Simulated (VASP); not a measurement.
# Gap, carriers and strain in BiSb (Pm-3m), part 3 of 3

Aim: the gap of BiSb, the masses at its band edges and their response to strain. The cell is generated by rule, not measured, and may not be a known phase.

VASP 6.6.1, plane waves and PAW; the level of theory is named at each step.

Still holding for the runs below: The k-mesh is coarse for a metal.

So far. Step 3 (Bands on a dense mesh): Of the bands kept, 5 cross the Fermi level on this path.

The structure was built from a prototype and need not be the compound's stable phase.

### 6. Bands with HSE06

This step: HSE06; plane waves and PAW (Sb, Bi_d); invented cell (VASP 6.6.1).

A quarter of screened exact exchange corrects much of the semilocal gap error; its cost forces a coarser mesh.

INCAR

```
SYSTEM = BiSb
PREC = Accurate
ENCUT = 400
EDIFF = 1E-06
NELM = 100
ISMEAR = 0
SIGMA = 0.02
LREAL = .FALSE.
ALGO = Normal
LHFCALC = .TRUE.
AEXX = 0.25
GGA = PE
HFSCREEN = 0.2
LASPH = .TRUE.
NBANDS = 16
PRECFOCK = Fast
LORBIT = 11
LWAVE = .FALSE.
LCHARG = .FALSE.
KPAR = 4
ISIF = 2
```

POSCAR

```
BiSb
1.0
    3.8191700000      0.0000000000      0.0000000000
    0.0000000000      3.8191700000      0.0000000000
    0.0000000000      0.0000000000      3.8191700000
Sb Bi
1 1
Direct
    0.0000000000      0.0000000000      0.0000000000
    0.5000000000      0.5000000000      0.5000000000
```

KPOINTS

```
Automatic mesh
0
Gamma
4 4 4
0 0 0
```

KPOINTS_OPT

```
Line mode
8
Line-mode
Reciprocal
  0.00000000   0.00000000   0.00000000 GAMMA
  0.00000000   0.50000000   0.00000000 X

  0.00000000   0.50000000   0.00000000 X
  0.50000000   0.50000000   0.00000000 M

  0.50000000   0.50000000   0.00000000 M
  0.00000000   0.00000000   0.00000000 GAMMA

  0.00000000   0.00000000   0.00000000 GAMMA
  0.50000000   0.50000000   0.50000000 R

  0.50000000   0.50000000   0.50000000 R
  0.00000000   0.50000000   0.00000000 X

  0.50000000   0.50000000   0.00000000 M
  0.50000000   0.50000000   0.50000000 R
```

Potentials, in the order of the species: Sb and Bi_d (LDA family, release 64).

The WAVECAR or CHGCAR of an earlier step is read.

The run is started by

```sh
> mpirun -np 4 vasp_std
```

What it wrote:

```text
[banner, memory and clock lines left out]
running    4 mpi-ranks, on    1 nodes
 distrk:  each k-point on    1 cores,    4 groups
 distr:  one band on    1 cores,    1 groups

 POSCAR found type information on POSCAR SbBi
 POSCAR found :  2 types and       2 ions
 [... a notice as in an earlier step ...]

 LDA part: xc-table for (Slater+PW92), standard interpolation
 found WAVECAR, reading the header
 POSCAR, INCAR and KPOINTS ok, starting setup
 FFT: planning ... GRIDC
 FFT: planning ... GRID_SOFT
 FFT: planning ... GRID
 reading WAVECAR
 the WAVECAR file was read successfully
 initial charge from wavefunction
 entering main loop
       N       E                     dE             d eps       ncg     rms          rms(c)
DAV:   1    -0.936696175176E+01   -0.93670E+01   -0.17758E+00   320   0.889E+00    0.153E+01
DAV:   2    -0.937581374783E+01   -0.88520E-02   -0.28343E-02   368   0.124E+00    0.980E+00
DAV:   3    -0.937513479298E+01    0.67895E-03   -0.15828E-03   376   0.236E-01    0.598E+00
DAV:   4    -0.937481388700E+01    0.32091E-03   -0.24515E-04   384   0.914E-02    0.357E+00
DAV:   5    -0.937471558214E+01    0.98305E-04   -0.10502E-04   360   0.548E-02    0.211E+00
DAV:   6    -0.937469247852E+01    0.23104E-04   -0.34388E-05   376   0.334E-02    0.125E+00
DAV:   7    -0.937469063648E+01    0.18420E-05   -0.10531E-05   392   0.191E-02    0.738E-01
DAV:   8    -0.937469250955E+01   -0.18731E-05   -0.34167E-06   392   0.107E-02    0.436E-01
DAV:   9    -0.937469551882E+01   -0.30093E-05   -0.11115E-06   384   0.581E-03    0.258E-01
DAV:  10    -0.937469787682E+01   -0.23580E-05   -0.38450E-07   320   0.340E-03    0.153E-01
DAV:  11    -0.937469940845E+01   -0.15316E-05   -0.17731E-07   280   0.246E-03    0.902E-02
DAV:  12    -0.937470072954E+01   -0.13211E-05   -0.62845E-08   224   0.167E-03    0.531E-02
DAV:  13    -0.937470120067E+01   -0.47113E-06   -0.25976E-08   200   0.119E-03
   1 F= -.93747012E+01 E0= -.93747012E+01  d E =-.331618E-30
 Start KPOINTS_OPT (optional k-point list driver)
k-point batch [1-10\48]
       N       E                     dE             ncg
DAV:   1     0.449394599233E+03   -0.20372E+04      320
DAV:   2    -0.121881096933E+04   -0.16682E+04      376
DAV:   3    -0.134008120724E+04   -0.12127E+03      384
DAV:   4    -0.134374253342E+04   -0.36613E+01      432
DAV:   5    -0.134387059161E+04   -0.12806E+00      464
DAV:   6    -0.134387820853E+04   -0.76169E-02      496
DAV:   7    -0.134387829521E+04   -0.86677E-04      432
DAV:   8    -0.134387829602E+04   -0.80861E-06      344
[...]
k-point batch [41-48\48]
       N       E                     dE             ncg
DAV:   1     0.820188694925E+03   -0.51069E+04      256
DAV:   2    -0.401699911074E+03   -0.12219E+04      296
DAV:   3    -0.483053343095E+03   -0.81353E+02      296
DAV:   4    -0.485289906421E+03   -0.22366E+01      368
DAV:   5    -0.485353202180E+03   -0.63296E-01      392
DAV:   6    -0.485354615151E+03   -0.14130E-02      392
DAV:   7    -0.485354637568E+03   -0.22417E-04      376
DAV:   8    -0.485354637838E+03   -0.26949E-06      272
```

Run time: 81 s. Hardware: 4 MPI ranks of Intel Xeon 6975P-C (Granite Rapids), shared host; peak memory 1 GiB; 5.4 min of CPU time.

Parts of OUTCAR (step 6):

```text
   k-points           NKPTS =     10   k-points in BZ     NKDIM =     64   number of bands    NBANDS=     16

   NELECT =      20.0000    total number of electrons

  exchange ACFDT corr.  =         0.00000000  see jH, gK, PRB 81, 115126

 E-fermi :   8.2108

 k-point     1 :       0.0000    0.0000    0.0000
  band No.  band energies     occupation
    ...
      6      -6.3714      2.00000
      7       1.3791      2.00000
      8       6.3455      2.00000
      9       6.3455      2.00000
     10       6.3456      2.00000
     11      12.2077      0.00000
     12      12.2077      0.00000
     13      14.9764      0.00000
     14      14.9764      0.00000
     15      14.9764      0.00000
    ...

  Total        0.2913674      0.2913674      0.2913674      0.0000000     -0.0000000      0.0000000
  in kB        8.3800119      8.3800119      8.3800119      0.0000000     -0.0000000      0.0000000
  external PRESSURE =       8.3800119 kB  Pullay stress =       0.0000000 kB

 POSITION                                       TOTAL-FORCE (eV/Angst)
 -----------------------------------------------------------------------------------
      0.00000      0.00000      0.00000         0.000000      0.000000      0.000000
      1.90959      1.90959      1.90959         0.000000      0.000000      0.000000
 -----------------------------------------------------------------------------------
    total drift:                                0.000002      0.000001      0.000001

  FREE ENERGIE OF THE ION-ELECTRON SYSTEM (eV)
  ---------------------------------------------------
  free  energy   TOTEN  =        -9.3747012007 eV

  energy  without entropy=       -9.3747012007  energy(sigma->0) =       -9.37470120

[... 7 parts as in an earlier step ...]

[... 9 further parts left out ...]
```

The k-mesh is coarse for exact exchange; in a metal the Fermi energy and the levels can shift by several tenths of an eV on a finer one.

Numbers from this step:

| Item | Value |
| --- | --- |
| SCF cycles | 13 |
| free energy (TOTEN) | -9.375 eV |
| Fermi energy | 8.211 eV |
| pressure | 0.8380 GPa |

Electronic bands along the path, in eV, zero at the Fermi level; # counts the bands kept, so #1 is VASP's band 7:

| point | #1 | #2 | #3 | #4 | #5 | #6 | #7 | #8 |
| --- | --- | --- | --- | --- | --- | --- | --- | --- |
| Γ | -6.83 | -1.87 | -1.87 | -1.87 | 4.00 | 4.00 | 6.77 | 6.77 |
| 0.43 of the way | -8.20 | -1.88 | -1.24 | -1.24 | 4.24 | 4.40 | 5.13 | 5.13 |
| X | -11.00 | -0.34 | 0.59 | 1.22 | 1.22 | 1.54 | 1.54 | 5.82 |
| 0.57 of the way | -10.17 | -4.19 | -3.93 | 1.71 | 2.20 | 3.64 | 3.71 | 8.45 |
| M | -9.28 | -5.86 | -5.86 | 2.10 | 2.78 | 4.73 | 4.73 | 7.17 |
| 0.43 of the way | -9.15 | -4.75 | -1.27 | 0.20 | 1.77 | 3.67 | 5.45 | 7.67 |
| Γ | -6.83 | -1.87 | -1.87 | -1.87 | 4.00 | 4.00 | 6.77 | 6.77 |
| 0.43 of the way | -8.69 | -3.35 | -3.35 | 0.05 | 3.37 | 3.41 | 3.41 | 8.07 |
| R | -8.32 | -2.54 | -2.54 | -2.54 | -2.53 | -2.53 | -2.53 | 15.64 |
| 0.43 of the way | -9.46 | -3.98 | -3.76 | -1.56 | -1.43 | 2.64 | 2.81 | 10.36 |
| X | -11.00 | -0.34 | 0.59 | 1.22 | 1.22 | 1.54 | 1.54 | 5.82 |
| jump to M | -9.28 | -5.86 | -5.86 | 2.10 | 2.78 | 4.73 | 4.73 | 7.17 |
| 0.57 of the way | -8.76 | -4.75 | -4.75 | -1.11 | -1.01 | 0.66 | 0.66 | 12.08 |
| R | -8.32 | -2.54 | -2.54 | -2.54 | -2.53 | -2.53 | -2.53 | 15.64 |

Of the projections kept (Sb, Bi), the largest for each band there; the rest of the weight can lie on other orbitals:

| point | #1 | #2 | #3 | #4 | #5 | #6 | #7 | #8 |
| --- | --- | --- | --- | --- | --- | --- | --- | --- |
| Γ | Sb 0.53 | Sb 0.50 | Sb 0.50 | Sb 0.50 | Sb 0.53 | Sb 0.53 | Bi 0.55 | Bi 0.55 |
| X | Sb 0.89 | Sb 0.61 | Bi 0.60 | Sb 0.93 | Sb 0.93 | Bi 0.94 | Bi 0.94 | Sb 1.00 |
| M | Sb 0.98 | Bi 0.53 | Bi 0.53 | Sb 1.00 | Bi 1.00 | Bi 0.53 | Bi 0.53 | Bi 0.66 |
| Γ | Sb 0.53 | Sb 0.50 | Sb 0.50 | Sb 0.50 | Sb 0.53 | Sb 0.53 | Bi 0.55 | Bi 0.55 |
| R | Sb 1.00 | Sb 0.90 | Sb 0.90 | Sb 0.90 | Bi 0.94 | Bi 0.94 | Bi 0.94 | Sb 0.83 |
| X | Sb 0.89 | Sb 0.61 | Bi 0.60 | Sb 0.93 | Sb 0.93 | Bi 0.94 | Bi 0.94 | Sb 1.00 |

The electronic bands as a text plot (rows in eV, shown from -8.0 to 4.7 only):

```
    4.4 | * **        *      ** ** **    **         ***   *
    3.9 |***        **   *  *     *                 ***
    3.4 |     *    **          *       **
    2.9 |    *    *   ******         **            *   **  *
    2.3 |      *  * ** **                  *              *
    1.8 |     * *******  *  *            **              ** *
    1.3 |      *****      ** **                        *** *
    0.7 |      **                    **          **    *** * *
    0.2 |                   ***        **  *          *     *
   -0.3 |     * **             *            **           *  * *
   -0.8 |    * * *           **    **           *   ** **    *
   -1.4 |  ****   *         *  ***          **     *   **      *
   -1.9 |****     *             *****    **      **   *       *
   -2.4 |                       **            ***     *        **
   -3.0 |          *           *     **             **
   -3.5 |                 **           *******  *  ***         *
   -4.0 |           *        **                  ***          *
   -4.6 |                   *                                *
   -5.1 |            *   *                                  *
   -5.6 |             ******                              **
   -6.1 |
   -6.7 |*                        *
   -7.2 | *                     ** **
   -7.7 |  *                   *
         Γ      X      M          Γ            R        X|M     R
```

### 7. Outcome

```
gap, LDA                               : none
gap with spin-orbit coupling           : none
gap, HSE06 without spin-orbit coupling : none
```

**Reading.** At this level the bands overlap or touch. Masses were not obtained, since there is no gap at this level. The strain response was not obtained, since there is no gap at this level.

[Lines on the potential files, build, host, timing and source positions are cut from VASP's logs without a mark.]

[Logs are printed without paths, hosts, clocks, repeated set-up lines and the standing remarks that a program may print on its own settings, such as how far it seeks lower states.]

[Hosts, paths, dates, database ids (printed as entryN), source tags and the programs' standing remarks are cut or masked in the printed files.]

[In band tables of VASP the shares of atoms and orbitals are scaled to a sum of 1 inside the atoms' spheres.]

[Gaps and slopes under strain along one axis are those of the sampled path and mesh points; where strain splits equal valleys, another of them can be the edge.]
